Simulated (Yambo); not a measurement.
# C: optical spectrum by the Bethe-Salpeter equation with PBE

The system is C.

```
C
1.0
     0.00000    1.80684    1.80684
     1.80684    0.00000    1.80684
     1.80684    1.80684    0.00000
C
2
Direct
  0.75000 0.75000 0.75000
  0.50000 0.50000 0.50000
```

This isn't the form of C at room conditions, which is graphite.

The cell isn't the ideal one: volume scaled by 1.04.

```
Program                                     : Yambo 5.3.0
Task                                        : optical spectrum by the Bethe-Salpeter equation
Functional                                  : PBE
Potentials or basis                         : SG15 PBE 1.2
Cutoff                                      : 952 eV
Density cutoff                              : 3810 eV
k mesh                                      : 6 × 6 × 6
Occupations                                 : fixed
Spin                                        : no spin polarisation
k mesh of the self-consistent run           : 12 × 12 × 12
Random integration of the Coulomb term      : yes
Direction of the field or of q to 0         : x + y + z
Broadening                                  : 0.1 eV
Kernel                                      : screened exchange
Terms kept                                  : resonant alone
Solver                                      : diagonalisation
Correction of the levels                    : scissor
Top of the energy range                     : 10 eV
Energy points                               : 200
Scissor shift                               : 1.61 eV
Bands of the transition space (first, last) : [3, 6]
Bands in the response                       : 29
Cutoff of the response matrix               : 5 Ry
Cutoff of exchange and Vxc                  : 10 Ry
```

```
Band gap on the k mesh, mean-field level : 4.10 eV, indirect (least direct gap 5.49 eV)
Exciton binding energy                   : 0.44 eV
Lowest exciton energy                    : 6.66 eV
Lowest bright exciton energy             : 6.66 eV
```

Dielectric function (along the field direction of the input):
| energy (eV) | real part | imaginary part |
| --- | --- | --- |
| 0.25 | 2.86 | 0.02 |
| 0.45 | 2.90 | 0.02 |
| 0.70 | 2.95 | 0.02 |
| 0.95 | 3.00 | 0.02 |
| 1.21 | 3.05 | 0.02 |
| 1.46 | 3.11 | 0.02 |
| 1.71 | 3.17 | 0.02 |
| 1.96 | 3.23 | 0.03 |
| 2.21 | 3.30 | 0.03 |
| 2.46 | 3.38 | 0.03 |
| 2.71 | 3.45 | 0.03 |
| 2.96 | 3.54 | 0.03 |
| 3.22 | 3.63 | 0.04 |
| 3.47 | 3.72 | 0.04 |
| 3.72 | 3.83 | 0.04 |
| 3.97 | 3.95 | 0.05 |
| 4.22 | 4.07 | 0.05 |
| 4.47 | 4.21 | 0.06 |
| 4.72 | 4.36 | 0.06 |
| 4.97 | 4.54 | 0.07 |
| 5.23 | 4.73 | 0.08 |
| 5.48 | 4.96 | 0.10 |
| 5.73 | 5.23 | 0.12 |
| 5.98 | 5.58 | 0.16 |
| 6.23 | 6.07 | 0.26 |
| 6.48 | 6.97 | 0.79 |
| 6.73 | 4.78 | 2.24 |
| 6.98 | 5.72 | 0.47 |
| 7.24 | 6.62 | 0.34 |
| 7.49 | 7.50 | 0.39 |
| 7.74 | 8.61 | 0.53 |
| 7.99 | 10.29 | 0.92 |
| 8.24 | 13.61 | 2.64 |
| 8.49 | 8.54 | 12.40 |
| 8.74 | 12.80 | 8.88 |
| 8.99 | -1.66 | 7.92 |
| 9.25 | 4.44 | 2.10 |
| 9.50 | 8.76 | 1.82 |
| 9.75 | 14.21 | 3.79 |
| 10.00 | 11.34 | 10.77 |

Lowest exciton energies (eV): 6.66, 6.66, 6.67, 6.68, 8.24, 8.25, 8.25, 8.25

Excitons:
```
energy (eV)  strength (relative to the strongest)
      6.659                                  0.02
      6.662                                0.0061
      6.667                                 0.033
      6.678                                 0.033
      8.245                               1.1e-05
      8.245                               3.6e-05
      8.250                                 2e-05
      8.250                               6.1e-09
      8.250                               7.7e-10
      8.304                               1.1e-05
      8.460                                  0.11
      8.461                                  0.06
```

Caveat: the k mesh is coarse (spacing up to 0.50 Å⁻¹), so the values aren't converged; the scissor is the correction of the direct gap in an earlier G0W0 run on the same states; exciton energies and binding change strongly with the k mesh and aren't converged on this one; the real part holds the resonant terms alone and isn't the full dielectric function; spectra need much finer meshes, so this one isn't converged. A k mesh can miss the band edges.
